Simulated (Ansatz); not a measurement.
**AlCo3: tests of the settings**

The task here is to estimate one member of a computed series from the others.

Method: DFT r2SCAN, scalar-relativistic, plane waves, PAW, in Ansatz 0.2.0.

2 further runs of the same task are left out: 1 that didn't finish, 1 set aside as unsound or not needed. Runs told in other sessions of the task aren't counted.

### The system as given

The structure is cubic, space group Pm-3m (No. 221). Conventional cell: a = 3.575 Å, b = 3.575 Å, c = 3.575 Å, α = 90.00°, β = 90.00°, γ = 90.00°. Around Al (site symmetry m-3m) lie 12 Co at 2.53 Å. Around Co (site symmetry 4/mmm) lie 4 Al at 2.53 Å and 8 Co at 2.53 Å.

As a file:

```
Al Co
1.0
     3.57495    0.00000    0.00000
     0.00000    3.57495    0.00000
     0.00000    0.00000    3.57495
Al Co
1 3
Direct
  0.00000 0.00000 0.00000
  0.50000 0.50000 0.00000
  0.50000 0.00000 0.50000
  0.00000 0.50000 0.50000
```

The structure comes from the Materials Project (structure only); it is used as listed.

### The base run, which the others are set against

File input.yaml:

```yaml
crystal:
  lattice:
    - [3.574948, 0.0, 0.0]
    - [0.0, 3.574948, 0.0]
    - [0.0, 0.0, 3.574948]
  atoms:
    - { symbol: Al, position: [0.0, 0.0, 0.0] }
    - { symbol: Co, position: [0.5, 0.5, 0.0], spin: 1.81 }
    - { symbol: Co, position: [0.5, 0.0, 0.5], spin: 1.81 }
    - { symbol: Co, position: [0.0, 0.5, 0.5], spin: 1.81 }
basis:
  ecutwfc: 500
kpoints:
  mp_grid: { grid: [12, 12, 12] }
hamiltonian:
  xc: r2scan
scf:
  occupations: { method: gaussian, width: 0.1 }
output:
  forces: true
  stress: true
  eigenvalues: true
  populations: true
  write_density: true
  write_potential: true
  elf: true
  volumetric_format: npy
magnetization:
  spin_polarized: true
```

It was run beforehand and gave: -3983.9308 eV/atom at zero smearing, pressure 1.50 GPa, largest force 0.000 eV/Å, no gap on the mesh, site moments Al -0.06, Co +1.60 (×3) μB, in 21 SCF cycles and 3.1 min.

The first run:

File input.yaml:

```yaml
crystal:
  lattice:
    - [3.574948, 0.0, 0.0]
    - [0.0, 3.574948, 0.0]
    - [0.0, 0.0, 3.574948]
  atoms:
    - { symbol: Al, position: [0.0, 0.0, 0.0] }
    - { symbol: Co, position: [0.5, 0.5, 0.0], spin: 1.76 }
    - { symbol: Co, position: [0.5, 0.0, 0.5], spin: 1.76 }
    - { symbol: Co, position: [0.0, 0.5, 0.5], spin: 1.76 }
basis:
  ecutwfc: 500
kpoints:
  mp_grid: { grid: [1, 1, 1] }
hamiltonian:
  xc: r2scan
scf:
  occupations: { method: gaussian, width: 0.1 }
output:
  forces: true
  stress: true
  eigenvalues: true
  populations: true
magnetization:
  spin_polarized: true
```

Run with:

```console
$ ansatz run input.yaml --threads 1 --pin off --max-ram 2560MiB --backend cpu --events-out ev --progress --plain --runs-dir out
```

Steps of the session up to this table: K-point mesh: 1×1×1; K-point mesh: 2×2×2; K-point mesh: 4×4×4; K-point mesh: 6×6×6; K-point mesh set to 8×8×8; K-point mesh set to 10×10×10; K-point mesh: 14×14×14; K-point mesh set to 16×16×16.

One table of the session follows, with a row left open; its other results are not shown here.

It belongs to the step «The sweep of the k-point mesh side by side». 

| mesh | ΔE (meV/atom) | cell moment (μB) |
| --- | --- | --- |
| 1×1×1 | 1075 | 2.00 |
| 2×2×2 | 53.8 | 4.25 |
| 4×4×4 | ? | ? |
| 6×6×6 | 5.39 | 4.70 |
| 8×8×8 | -0.69 | 4.54 |
| 10×10×10 | 0.17 | 4.49 |
| 12×12×12 | 0.34 | 4.54 |
| 14×14×14 | -0.36 | 4.54 |
| 16×16×16 | 0.00 | 4.52 |

Estimate the missing values for 4×4×4.

As computed: ΔE (meV/atom): 0.62; cell moment (μB): 4.58. In the column «ΔE (meV/atom)» it lies between 12×12×12 (0.34) and 6×6×6 (5.39).

To keep in mind: The error changes sign along the series, since a k mesh isn't variational, and a metal needs dense meshes to resolve its Fermi surface. Other magnetic orders or occupations could lie lower; they were not searched in full. Warnings in the runs' records: stability check not made.
